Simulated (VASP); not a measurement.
Crystal: Al2O3.

```
CELL_PARAMETERS angstrom
7.08994 0.00000 0.00000
0.00000 4.84693 0.00000
0.00000 0.00000 4.98540
ATOMIC_POSITIONS crystal
Al 0.39039 0.25215 0.03051
Al 0.60960 0.25215 0.46949
Al 0.10960 0.24785 0.53051
Al 0.89040 0.24785 0.96949
Al 0.60960 0.74785 0.96949
Al 0.39039 0.74785 0.53051
Al 0.89040 0.75215 0.46949
Al 0.10960 0.75215 0.03051
O 0.65400 0.10702 0.10198
O 0.34600 0.10702 0.39802
O 0.84600 0.39298 0.60198
O 0.15400 0.39298 0.89802
O 0.34600 0.89298 0.89802
O 0.65400 0.89298 0.60198
O 0.15400 0.60702 0.39802
O 0.84600 0.60702 0.10198
O 0.00000 0.04940 0.25000
O 0.50000 0.45060 0.75000
O 0.00000 0.95060 0.75000
O 0.50000 0.54940 0.25000
```

Measurements of this composition are mostly on another form, of space group No. 167.

```yaml
Program: VASP 6.6.1
Task: relaxation of cell and atoms
Functional: PBEsol
Potentials_or_basis: VASP PAW PBE potentials, release 64 (Al, O)
Cutoff: 600 eV
k_mesh: 4 × 6 × 6
Occupations: gaussian, width 0.03 eV
Spin: no spin polarisation
```

At the start: pressure -5.6 GPa; volume 8.57 Å³/atom.

Task: Where does the relaxation end?

Result: Over 7 steps the energy falls by 3.7 meV/atom and the volume is 8.36 Å³/atom (-2.4 %); space group Pbcn (No. 60, to 0.05 Å).

Step by step:
| step | energy change (eV) | largest force (eV/Å) | pressure (GPa) | volume (Å³) |
| --- | --- | --- | --- | --- |
| 1 | 0.0000 | 0.0444 | -5.63 | 171.32 |
| 2 | -0.0194 | 0.1092 | 5.20 | 163.97 |
| 3 | -0.0726 | 0.0604 | 0.00 | 167.30 |
| 4 | -0.0726 | 0.0615 | 0.10 | 167.22 |
| 5 | -0.0739 | 0.0246 | 0.11 | 167.16 |
| 6 | -0.0739 | 0.0263 | 0.11 | 167.16 |
| 7 | -0.0740 | 0.0060 | -0.09 | 167.29 |

Final structure:
```yaml
crystal:
  lattice:
    - [7.02600, 0.00000, 0.00000]
    - [0.00000, 4.81243, 0.00000]
    - [0.00000, 0.00000, 4.94750]
  atoms:
    - { symbol: Al, position: [0.39021, 0.25222, 0.03122] }
    - { symbol: Al, position: [0.60979, 0.25222, 0.46878] }
    - { symbol: Al, position: [0.10979, 0.24778, 0.53122] }
    - { symbol: Al, position: [0.89021, 0.24778, 0.96878] }
    - { symbol: Al, position: [0.60979, 0.74778, 0.96878] }
    - { symbol: Al, position: [0.39021, 0.74778, 0.53122] }
    - { symbol: Al, position: [0.89021, 0.75222, 0.46878] }
    - { symbol: Al, position: [0.10979, 0.75222, 0.03122] }
    - { symbol: O, position: [0.65385, 0.10735, 0.10228] }
    - { symbol: O, position: [0.34615, 0.10735, 0.39772] }
    - { symbol: O, position: [0.84615, 0.39265, 0.60228] }
    - { symbol: O, position: [0.15385, 0.39265, 0.89772] }
    - { symbol: O, position: [0.34615, 0.89265, 0.89772] }
    - { symbol: O, position: [0.65385, 0.89265, 0.60228] }
    - { symbol: O, position: [0.15385, 0.60735, 0.39772] }
    - { symbol: O, position: [0.84615, 0.60735, 0.10228] }
    - { symbol: O, position: [0.00000, 0.04950, 0.25000] }
    - { symbol: O, position: [0.50000, 0.45050, 0.75000] }
    - { symbol: O, position: [0.00000, 0.95050, 0.75000] }
    - { symbol: O, position: [0.50000, 0.54950, 0.25000] }
```

Caveat: the PAW data sets were made with another functional, which shifts forces and pressure a little.
